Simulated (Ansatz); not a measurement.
Method: DFT PBE, scalar-relativistic, plane waves, PAW (Ansatz 0.2.0). All cells share a 420 eV cutoff and Γ-centred k meshes spaced at most about 0.3 Å⁻¹ (about 0.25 or finer for metals, 2π included). No spin polarisation in the final relaxations.

All energies are static (0 K, no zero-point motion). All come from trial cells, and lower structures may exist.

Problem. Order these relaxed structures of La by energy, lowest first, with the energy over the lowest of them.
A.

Space group Im-3m (No. 229). a = 6.263 Å, b = 6.263 Å, c = 6.263 Å, α = 90.00°, β = 90.00°, γ = 90.00°
| atom | site | symmetry | x | y | z |
| --- | --- | --- | --- | --- | --- |
| La | 6b | 4/mm.m | 0.5000 | 0.0000 | 0.0000 |

B.

Space group Pm-3m (No. 221). a = 3.322 Å, b = 3.322 Å, c = 3.322 Å, α = 90.00°, β = 90.00°, γ = 90.00°
```tsv
atom	site	symmetry	x	y	z
La	1a	m-3m	0.0000	0.0000	0.0000
```

Solution. B (0 meV/atom), A (139 meV/atom). Forms: B simple cubic type, Pm-3m; A Im-3m. Counting all near atoms (those within 1.25 times the shortest distance at each site): B has La 6; A has La 4.

Cells relaxed within their symmetry can be saddle points. The part of the Crystallography Open Database at hand lists La in space groups No. 194, 225; no cell shown has one of them. Some candidate types were left out of the draw beforehand, so a known form may be missing.
